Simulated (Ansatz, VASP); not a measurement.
MgI2 in VASP and in Ansatz

```xyz
3
Lattice="4.0238 0.0000 0.0000 -2.0119 3.4847 0.0000 0.0000 0.0000 7.3122" Properties=species:S:1:pos:R:3 pbc="T T T"
Mg    0.0000    0.0000    0.0000
I     0.0000    2.3231    5.5399
I     2.0119    1.1616    1.7722
```

Alike in both runs: task single point; functional PBEsol; k mesh 6 × 6 × 4; occupations gaussian, width 0.05 eV; no spin polarisation.

|  | VASP | Ansatz |
| --- | --- | --- |
| version | VASP 6.6.1 | Ansatz 0.2.0 |
| potentials or method | VASP PAW PBE potentials, release 64 (Mg, I) | scalar-relativistic, plane waves, PAW |
| plane-wave cutoff (eV) | 520 | 420 |
| valence electrons in the cell | 16 | 44 |

Ansatz gave:

* gap on the k mesh at the Fermi level (eV): 3.26
* least direct gap on the mesh (eV): 3.48
* pressure (GPa): 0.0
* largest component of the traceless stress (GPa): 1.81
* rms of the force components (eV/Å): 0.148

**Question.** What did VASP give for the same quantities?

**Answer.** gap on the k mesh at the Fermi level (eV): 3.24; least direct gap on the mesh (eV): 3.47; pressure (GPa): -0.1; largest component of the traceless stress (GPa): 1.81; rms of the force components (eV/Å): 0.150.

Atom by atom the forces differ by 0.002 eV/Å (rms over components). With one functional, cell and mesh, what is left measures potentials, basis and numerics. The two sets of potentials don't hold the same shells in valence.

Caveats: the PAW data sets were made with another functional, which shifts forces and pressure a little (VASP); spin-orbit coupling is left out, which moves the levels of the heavy elements; this functional lacks dispersion, which binds the layers, so the pressure and a relaxed spacing across them are unreliable. A k mesh can miss the band edges.
